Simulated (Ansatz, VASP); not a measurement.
TiC in VASP and in Ansatz

The input INCAR:

```
  PREC = Accurate
  ENCUT = 520
  EDIFF = 1E-7
  ISMEAR = -1
  SIGMA = 0.05
  LREAL = F
  LASPH = T
  NELM = 80
  ALGO = Normal
  ISIF = 2
  LWAVE = F
  LCHARG = T
  GGA = PE
  LELF = T
  LVHAR = T
  NBANDS = 15
```

KPOINTS

```
regular mesh
0
Gamma
  11 11 11
```

POSCAR

```
TiC
1.0
    0.0000000000      2.1657188437      2.1657188437
    2.1657188437      0.0000000000      2.1657188437
    2.1657188437      2.1657188437      0.0000000000
Ti C
1 1
Direct
   -0.0179180000      0.0215340000     -0.0071780000
    0.4843900000      0.5074340000      0.5141740000
```

input.yaml

```yaml
crystal:
  lattice:
    - [0.0, 2.1657188437, 2.1657188437]
    - [2.1657188437, 0.0, 2.1657188437]
    - [2.1657188437, 2.1657188437, 0.0]
  atoms:
    - { symbol: Ti, position: [-0.017918, 0.021534, -0.007178] }
    - { symbol: C, position: [0.48439, 0.507434, 0.514174] }
hamiltonian:
  xc: pbe
  pseudopotentials: { kind: paw }
kpoints:
  mp_grid: { grid: [11, 11, 11] }
scf:
  occupations: { method: fermi_dirac, width: 0.05 }
output:
  forces: true
  stress: true
  eigenvalues: true
```

Change from the starting cell: atoms moved at random, drawn with an rms of 0.05 Å.

Alike in both runs: task single point; functional PBE; k mesh 11 × 11 × 11; occupations fermi-dirac, width 0.05 eV; no spin polarisation.

```csv
,VASP,Ansatz
version,VASP 6.6.1,Ansatz 0.2.0
potentials or method,"VASP PAW PBE potentials, release 64 (Ti_sv, C)",Ansatz PAW
plane-wave cutoff (eV),520,420
valence electrons in the cell,16,16
```

Ansatz gave:

| Quantity | Value |
| --- | --- |
| gap on the k mesh at the Fermi level (eV) | none |
| pressure (GPa) | 0.7 |
| largest component of the traceless stress (GPa) | 0.41 |
| rms of the force components (eV/Å) | 0.317 |

Question: Which values does VASP return?

Answer: gap on the k mesh at the Fermi level (eV): none; pressure (GPa): 0.9; largest component of the traceless stress (GPa): 0.41; rms of the force components (eV/Å): 0.318.

Atom by atom the forces differ by 0.001 eV/Å (rms over components). A gap of «none» marks a metal or a gap that the smearing closes.
